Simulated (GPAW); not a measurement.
**BAs (honeycomb monolayer): G0W0 with GPAW, start to end**

How does a plane-wave GW calculation on BAs (honeycomb monolayer) run from the first input to the gap?

Program: GPAW 26.7.0. Level of theory: PBE and many-body steps on it, plane waves. Values are calculated unless marked as measured.

### 1. The structure

The cell holds 2 atoms: 1 B and 1 As. Its edges and angles: a = 3.391 Å, b = 3.391 Å, c = 11.400 Å, α = 90.0°, β = 90.0°, γ = 120.0°. Vacuum lies along c.

As a file:

```
B As
1.0
     3.39120    0.00000    0.00000
    -1.69560    2.93687    0.00000
     0.00000    0.00000   11.40000
B As
1 1
Direct
  0.33333 0.66667 0.50000
  0.66667 0.33333 0.50000
```

The structure was relaxed with PBE. The runs that relaxed it are not among those shown.

### 2. Ground state

This step: GPAW 26.7.0; DFT, PBE, plane waves, PAW.

The ground-state density comes first.

Input file run.py:

```python
import json
import numpy as np
from gpaw.mpi import world
from ase import Atoms
from gpaw import GPAW, PW, FermiDirac

atoms = Atoms(['B', 'As'],
    cell=[[3.3912043015, 0.0000000000, 0.0000000000],
      [-1.6956021507, 2.9368690745, 0.0000000000],
      [0.0000000000, 0.0000000000, 11.4000000000]],
    scaled_positions=[[0.3333333333, 0.6666666667, 0.5000000000],
      [0.6666666667, 0.3333333333, 0.5000000000]],
    pbc=(True, True, False))
calc = GPAW(mode=PW(600),
    xc='PBE',
    kpts={'size': (12, 12, 1), 'gamma': True},
    occupations=FermiDirac(0.001),
    nbands=-7,
    convergence={'density': 1e-6, 'bands': -3},
    maxiter=100,
    txt='gs.txt')
atoms.calc = calc
res = {'energy': atoms.get_potential_energy()}
kpts = calc.get_ibz_k_points()
res['kpts'] = kpts
res['eigenvalues'] = [calc.get_eigenvalues(kpt=k) for k in range(len(kpts))]
res['n_electrons'] = calc.get_number_of_electrons()
calc.write('gs.gpw')

if world.rank == 0:
    with open('result.json', 'w') as f:
        json.dump(res, f, default=lambda x: x.tolist())
```

Run with:

```bash
$ mpirun -n 8 gpaw python run.py
```

Standard output:

```text
__  _  _
 | _ |_)|_||  |
 |__||  | ||/\| - 26.7.0

Input parameters:
  mode=PW(ecut=600.0),
  convergence={'density': 1e-06, 'bands': -3},
  kpts=MonkhorstPack(size=(12, 12, 1), gamma=True),
  maxiter=100,
  nbands=-7,
  occupations=Occupations(name='fermi-dirac', width=0.001, fixmagmom=False),
  xc=XC(name='PBE')
  [... matrices ...]
Diagonalizing LCAO Hamiltonian
Converting LCAO to pw mode

        B  As

Atoms  # Å, Bohr magnetons
|   | symbol |         x |        y |        z |    initial magnetic moments |
| 0 |      B | -0.000000 | 1.957913 | 5.700000 | ( 0.0000,  0.0000,  0.0000) |
| 1 |     As |  1.695602 | 0.978956 | 5.700000 | ( 0.0000,  0.0000,  0.0000) |

Unit cell  # Å
| periodic |         x |        y |         z |   lengths |     angles |
|      yes |  3.391204 | 0.000000 |  0.000000 |  3.391204 |  90.000000 |
|      yes | -1.695602 | 2.936869 |  0.000000 |  3.391204 |  90.000000 |
|       no |  0.000000 | 0.000000 | 11.400000 | 11.400000 | 120.000000 |

Number of symmetries: 12
Symmetry operations  # r_c * U_cc + t_c -> r_c
|    | kind |            matrix            |
|  0 |  σ   |  1, 1, 0,  0,-1, 0,  0, 0, 1 |
|  1 |  C2  |  1, 1, 0,  0,-1, 0,  0, 0,-1 |
|  2 |  E   |  1, 0, 0,  0, 1, 0,  0, 0, 1 |
|  3 |  σ   |  1, 0, 0,  0, 1, 0,  0, 0,-1 |
|  4 |  C3  |  0, 1, 0, -1,-1, 0,  0, 0, 1 |
|  5 |  S3  |  0, 1, 0, -1,-1, 0,  0, 0,-1 |
|  6 |  σ   |  0,-1, 0, -1, 0, 0,  0, 0, 1 |
|  7 |  C2  |  0,-1, 0, -1, 0, 0,  0, 0,-1 |
|  8 |  σ   | -1, 0, 0,  1, 1, 0,  0, 0, 1 |
|  9 |  C2  | -1, 0, 0,  1, 1, 0,  0, 0,-1 |
| 10 |  C3  | -1,-1, 0,  1, 0, 0,  0, 0, 1 |
| 11 |  S3  | -1,-1, 0,  1, 0, 0,  0, 0,-1 |

BZ-sampling:
  Number of BZ points: 144
  Number of IBZ points: 19

  Monkhorst-Pack size: [12, 12, 1]
  Monkhorst-Pack shift: [0.041667, 0.041667, 0.0]

K-points  # in reciprocal-cell coordinates
|     |                                coordinates |     weight |
|   0 | ( -0.00000000,  -0.00000000,   0.00000000) | 0.00694444 |
|   1 | (  0.08333333,  -0.00000000,   0.00000000) | 0.04166667 |
|   2 | (  0.16666667,  -0.08333333,   0.00000000) | 0.04166667 |
|   3 | (  0.16666667,  -0.00000000,   0.00000000) | 0.04166667 |
|   4 | (  0.25000000,  -0.08333333,   0.00000000) | 0.08333333 |
|   5 | (  0.25000000,  -0.00000000,   0.00000000) | 0.04166667 |
|   6 | (  0.33333333,  -0.16666667,   0.00000000) | 0.04166667 |
|   7 | (  0.33333333,  -0.08333333,   0.00000000) | 0.08333333 |
|   8 | (  0.33333333,  -0.00000000,   0.00000000) | 0.04166667 |
|   9 | (  0.33333333,   0.33333333,   0.00000000) | 0.01388889 |
| ... |                                            |            |
|  18 | (  0.50000000,   0.50000000,   0.00000000) | 0.02083333 |

Plane wave coefficients: 3809
Cutoff: 600.0 eV

Spin-components: 1 (collinear spins)
Bands:           11
Projectors:      10
Spin-degeneracy: 2
Datatype:        complex128

  Storage: CPU
  Wave functions: 12_670_416 bytes (1_583_802 per core)
  Projectors: 24_188_976 bytes (3_023_622 per core)
  [... matrices ...]
Parallelization:
  kpt:    4
  domain: 2
  band:   1

Density:
  Valence electrons: 8.0
  Components: 1
  Grid points: [20 20 70]
  Charge: 0.0  # |e|

Potential:
  Grid points: [20 20 70]

species:
  B:
    name:    Boron
    Z:       5.0
    valence: 3
    core:    2
    charge:  0.0  # [|e|]
    compensation charges:
      type: gauss
      rc: 0.20  # [Å]
      lmax: 2
    cutoffs:
      filter: 1.14  # [Å]
      core: 1.38  # [Å]
    projectors
    | kind |    occ | energy [eV] | rcut [Å] |
    |   2s |  2.000 |      -9.443 |    0.635 |
    |   2p |  1.000 |      -3.606 |    0.635 |
    |    s |        |      17.768 |    0.635 |
    |    p |        |      23.605 |    0.635 |
    |    d |        |       0.000 |    0.635 |

    Using partial waves for B as LCAO basis

  As:
    name:    Arsenic
    Z:       33.0
    valence: 5
    core:    28
    charge:  0.0  # [|e|]
    compensation charges:
      type: gauss
      rc: 0.33  # [Å]
      lmax: 2
    cutoffs:
      filter: 1.87  # [Å]
      core: 2.96  # [Å]
    projectors
    | kind |    occ | energy [eV] | rcut [Å] |
    |   4s |  2.000 |     -14.487 |    1.058 |
    |   4p |  3.000 |      -5.196 |    1.058 |
    |    s |        |      12.725 |    1.058 |
    |    p |        |      22.016 |    1.058 |
    |    d |        |       0.000 |    1.058 |

    Using partial waves for As as LCAO basis

Reference energy: -62172.463167  # eV

eigensolver:
  PPCG
  Converge bands: -3
  niter=2

density mixing:
  MSR1-Mixer
  Pratt-step length: 0.05
  Maximum mixing coefficient: 0.75
  Old densities: 10
  SVD Regularization: 0.005
  Good broyden scale: 1.0
  Trust region scale: 1.0
  Backstep threshold: 4.0
  History deletion threshold: 6.0
  Fourier metric: weight=20.0, sigma=0.015

occupation numbers:
  Fermi-Dirac:
    width: 0.0010  # eV

poisson solver:
  ecut: 4800.0  # eV

xc functional:
  name: PBE with 2 nearest neighbor stencil

Initialization done in: 1.447 s

convergence criteria:
- Maximum integral of absolute [dens]ity change: 1e-06 electrons / valence electron
- Maximum [total energy] change in last 3 cyles: 0.0005 eV / valence electron
- Maximum integral of absolute [eigenst]ate change: 4e-08 eV^2 / valence electron
maximum number of iterations: 100

SCF iterations
|iter     |     time |      energy | eigst |  dens |
|iter:   1|  |  -11.146313 | +1.16 |       |
|iter:   2|  |  -11.039431 | -0.03 | -0.73 |
|iter:   3|  |  -10.627515 | -0.16 | -0.78 |
|iter:   4|  |  -10.623656 | -1.44 | -1.36 |
|iter:   5|  |  -10.624946c| -1.74 | -1.82 |
|iter:   6|  |  -10.624990c| -2.94 | -2.49 |
|iter:   7|  |  -10.624998c| -3.89 | -3.12 |
|iter:   8|  |  -10.624998c| -4.94 | -3.82 |
|iter:   9|  |  -10.624998c| -6.10 | -4.47 |
|iter:  10|  |  -10.624998c| -7.03 | -5.48 |
|iter:  11|  |  -10.624998c| -7.68c| -6.11c|

Converged in 11 steps
SCF loop duration: 1.987 s (0.181 s/step)
Energy contributions relative to reference atoms: (reference = -62172.463167)
  [... matrices ...]
Energy contributions:
  Kinetic:          18.223079
  Coulomb:         -16.981098
  Zero:             -0.002325
  External:          0.000000
  Xc:              -11.864654
  Entropy:          -0.000000
  Spinorbit:         0.000000
  ----------------------------
  Free energy:     -10.624998
  Extrapolated:    -10.624998

dipole moment: (1.432186, -0.826878, -0.000013)  # |e|*Ang

Fermi level: -1.845
Eigenvalues  # (at kpt = [-0.000, -0.000, 0.000])
| band index |      eig [eV] | occ [0-2] |
|          0 |       -15.684 |     2.000 |
|          1 |        -5.793 |     2.000 |
|          2 |        -3.450 |     2.000 |
|          3 |        -3.450 |     2.000 |
|          4 |         1.654 |     0.000 |
|          5 |         1.841 |     0.000 |
|          6 |         2.898 |     0.000 |
|          7 |         2.898 |     0.000 |
|          8 |         3.238 |     0.000 |
|          9 |         3.990 |     0.000 |
|         10 |         5.628 |     0.000 |

Gap: 0.758 eV
Transition (v -> c):
  (s=0, k=9, n=3, [0.33, 0.33, 0.00]) -> (s=0, k=9, n=4, [0.33, 0.33, 0.00])
No difference between direct/indirect transitions
vacuum-level: 3.018  # V
# Writing to gs.gpw (mode='')
  [... matrices ...]
```

The job ended after 5.6 s (8 MPI ranks of Intel Xeon 6975P-C (Granite Rapids), shared host; peak memory 1.3 GiB; 39 s of CPU time).

Read from the output:

- total energy: -10.62 eV
- gap: 0.7580 eV
- k of the valence top: 0.3333, 0.3333, 0
- k of the conduction bottom: 0.3333, 0.3333, 0
- least direct gap: 0.7580 eV

The gap is direct, at (0.333, 0.333, 0.000).

### 3. Bands along the symmetry lines

Levels along a band path, at the cheap level, show where the edges lie and whether the meshes to come will hold them.

Input file run.py:

```python
import json
import numpy as np
from gpaw.mpi import world
from gpaw import GPAW

path = [[0.000000, 0.000000, 0.000000],
    [0.062500, 0.000000, 0.000000],
    [0.125000, 0.000000, 0.000000],
    [0.187500, 0.000000, 0.000000],
    [0.250000, 0.000000, 0.000000],
    [0.312500, 0.000000, 0.000000],
    [0.375000, 0.000000, 0.000000],
    [0.437500, 0.000000, 0.000000],
    [0.500000, 0.000000, 0.000000],
    [0.479167, 0.041667, 0.000000],
    [0.458333, 0.083333, 0.000000],
    [0.437500, 0.125000, 0.000000],
    [0.416667, 0.166667, 0.000000],
    [0.395833, 0.208333, 0.000000],
    [0.375000, 0.250000, 0.000000],
    [0.354167, 0.291667, 0.000000],
    [0.333333, 0.333333, 0.000000],
    [0.291667, 0.291667, 0.000000],
    [0.250000, 0.250000, 0.000000],
    [0.208333, 0.208333, 0.000000],
    [0.166667, 0.166667, 0.000000],
    [0.125000, 0.125000, 0.000000],
    [0.083333, 0.083333, 0.000000],
    [0.041667, 0.041667, 0.000000],
    [0.000000, 0.000000, 0.000000]]
calc = GPAW('gs.gpw').fixed_density(kpts=path,
    symmetry='off',
    nbands=14,
    convergence={'bands': 10},
    txt='bands.txt')
res = {}
kpts = calc.get_ibz_k_points()
res['kpts'] = kpts
res['eigenvalues'] = [calc.get_eigenvalues(kpt=k) for k in range(len(kpts))]
res['n_electrons'] = calc.get_number_of_electrons()

if world.rank == 0:
    with open('result.json', 'w') as f:
        json.dump(res, f, default=lambda x: x.tolist())
```

Run with:

```bash
$ mpirun -n 8 gpaw python run.py
```

Standard output:

```text
Diagonalizing LCAO Hamiltonian
Converting LCAO to pw mode
convergence criteria:
- Maximum integral of absolute [eigenst]ate change: 4e-08 eV^2 / valence electron
maximum number of iterations: 100

SCF iterations
|iter     |     time |      energy | eigst |  dens |
|iter:   1|  |             | +1.64 |       |
|iter:   2|  |             | +0.93 |       |
|iter:   3|  |             | -0.11 |       |
[...]
|iter:   8|  |             | -6.02 |       |
|iter:   9|  |             | -6.86 |       |
|iter:  10|  |             | -7.71c|       |
SCF steps: 10
  __  _  _
 | _ |_)|_||  |
 |__||  | ||/\| - 26.7.0

Input parameters:
  mode=PW(ecut=600.0),
  convergence={'bands': 10},
  gpts=array([20, 20, 70]),
  kpts=KPoints(kpts=array([[0.      , 0.      , 0.      ],
         [0.0625  , 0.      , 0.      ],
         [0.125   , 0.      , 0.      ],
         [0.1875  , 0.      , 0.      ],
[...]
[0.479167, 0.041667, 0.      ],
         [0.458333, 0.083333, 0.      ],
[...]
[0.416667, 0.166667, 0.      ],
[...]
[0.25    , 0.25    , 0.      ],
[...]
[0.125   , 0.125   , 0.      ],
         [0.083333, 0.083333, 0.      ],
         [0.041667, 0.041667, 0.      ],
         [0.      , 0.      , 0.      ]])),
  maxiter=100,
  nbands=14,
  occupations=Occupations(name='fermi-dirac', width=0.001, fixmagmom=False),
  parallel={},
  symmetry=Symmetry(point_group=False, time_reversal=False),
  xc=XC(name='PBE')
  [... matrices ...]
timing:  # [seconds]
  Total: 0.068  # ━━━━━━━━━━━━━━━━━━━━━━━━━━━━━━━━━━━━━━━━━━━━━━━━━━━━━━━━━━━
```

Run time: 4.8 s. Hardware: 8 MPI ranks; peak memory 1.4 GiB.

Numbers from this step:

```yaml
gap: 0.7580 eV
k_of_the_valence_top: 0.3333, 0.3333, 0
k_of_the_conduction_bottom: 0.3333, 0.3333, 0
least_direct_gap: 0.7580 eV
```

The gap is 0.758 eV, as in the run before at this level.

Electronic bands along the path, in eV, zero at the top of the highest filled band; v1 is the highest filled band, c1 the lowest empty one:

```csv
point,v4,v3,v2,v1,c1,c2,c3,c4
Γ,-13.79,-3.89,-1.55,-1.55,3.55,3.74,4.80,4.80
halfway,-12.95,-5.09,-2.94,-2.77,3.18,4.64,4.68,6.22
M,-11.41,-8.19,-3.59,-1.03,1.44,2.47,7.45,8.01
halfway,-11.21,-8.03,-4.86,-0.71,1.31,4.41,7.36,7.69
K,-10.91,-7.89,-5.96,0.00,0.76,6.42,6.61,8.45
halfway,-12.68,-5.48,-3.65,-2.63,4.16,4.58,5.00,5.97
Γ,-13.79,-3.89,-1.55,-1.55,3.55,3.74,4.80,4.80
```

The electronic bands as a text plot (rows in eV, shown from -8.0 to 5.1 only):

```
    4.9 |++++     +++                            ++++++   +++++++
    4.3 |      +++                 +                +++++++++
    3.8 |+++++++++   ++          ++                       +++++++
    3.2 |         +++           +                +++
    2.7 |            +++++++++++
    2.1 |                                     +++
    1.6 |                 ++++++++++
    1.0 |                           +++++  +++
    0.5 |                                ++
   -0.1 |                             *****
   -0.6 |                        *****     ***
   -1.2 |                 *******             ***
   -1.7 |****          ***                       ***         ****
   -2.3 |    *****   **                                   ******
   -2.8 |    **   ***                               ******
   -3.3 |      ***   *********                         ******
   -3.9 |*********            ***                   ***      ****
   -4.4 |                        **              ***   ***
   -5.0 |         ***              *          ***
   -5.5 |                           ***    ***      ***
   -6.1 |            **                ****
   -6.6 |                                        ***
   -7.2 |              ***                    ***
   -7.7 |                 **        **********
         Γ                   M           K                      Γ
```

### 4. Empty states on the mesh, 12×12×1 mesh, 267 bands

The sums over transitions need many empty states on a uniform mesh; this step solves for them.

Input file run.py:

```python
import json
import numpy as np
from gpaw.mpi import world
from gpaw import GPAW

calc = GPAW('gs.gpw').fixed_density(kpts={'size': (12, 12, 1), 'gamma': True},
    nbands=311,
    convergence={'bands': 267},
    txt='nscf.txt')
calc.write('full.gpw', mode='all')
res = {}
kpts = calc.get_ibz_k_points()
res['kpts'] = kpts
res['eigenvalues'] = [calc.get_eigenvalues(kpt=k) for k in range(len(kpts))]
res['n_electrons'] = calc.get_number_of_electrons()

if world.rank == 0:
    with open('result.json', 'w') as f:
        json.dump(res, f, default=lambda x: x.tolist())
```

Run with:

```bash
$ mpirun -n 8 gpaw python run.py
```

Standard output:

```text
Diagonalizing LCAO Hamiltonian
Converting LCAO to pw mode
convergence criteria:
- Maximum integral of absolute [eigenst]ate change: 4e-08 eV^2 / valence electron
maximum number of iterations: 100

SCF iterations
|iter     |     time |      energy | eigst |  dens |
|iter:   1|  |             | +5.20 |       |
|iter:   2|  |             | +4.04 |       |
|iter:   3|  |             | +2.94 |       |
[...]
|iter:  16|  |             | -6.85 |       |
|iter:  17|  |             | -7.19 |       |
|iter:  18|  |             | -7.47c|       |
SCF steps: 18
  __  _  _
 | _ |_)|_||  |
 |__||  | ||/\| - 26.7.0

Input parameters:
  mode=PW(ecut=600.0),
  convergence={'bands': 267},
  gpts=array([20, 20, 70]),
  kpts=MonkhorstPack(size=(12, 12, 1), gamma=True),
  maxiter=100,
  nbands=311,
  occupations=Occupations(name='fermi-dirac', width=0.001, fixmagmom=False),
  parallel={},
  xc=XC(name='PBE')
# Writing to full.gpw (mode='all')
  [... matrices ...]

timing:  # [seconds]
  Total: 0.283  # ━━━━━━━━━━━━━━━━━━━━━━━━━━━━━━━━━━━━━━━━━━━━━━━━━━━━━━━━━━━
```

Run time: 71 s. Hardware: 8 MPI ranks; peak memory 2 GiB.

This step gave:

```
gap                                                           : 0.7580 eV
k of the valence top                                          : 0.3333, 0.3333, 0
k of the conduction bottom                                    : 0.3333, 0.3333, 0
least direct gap                                              : 0.7580 eV
k points computed                                             : 19
lowest point of the top converged band, above the valence top : 98.7783 eV
```

On this mesh the gap is 0.758 eV.

(Continued in part 2 of 2.)

[Long decimals in the printed logs are rounded to 6 places.]

[Logs are printed without paths, hosts, clocks, repeated set-up lines and the standing remarks that a program may print on its own settings, such as how far it seeks lower states.]

[Paths, hosts, dates, memory and timing lines, banners, echoed tables and standing remarks are left out of the program output; an Ansatz launch command may be rebuilt from the run's recorded settings. Measured values are a selection of at most five: reports struck by readers or far from the other reports are left out. None is set beside runs whose start may be inverted or whose files or cutoffs have a known fault.]

[Runs of the session that timed out or met a known fault of the program may be left out.]

[Hosts, paths, dates, database ids (printed as entryN), source tags and the programs' standing remarks are cut or masked in the printed files.]

[Where the starting crystal was built by hand or by swapping elements, it need not be the compound's stable phase.]
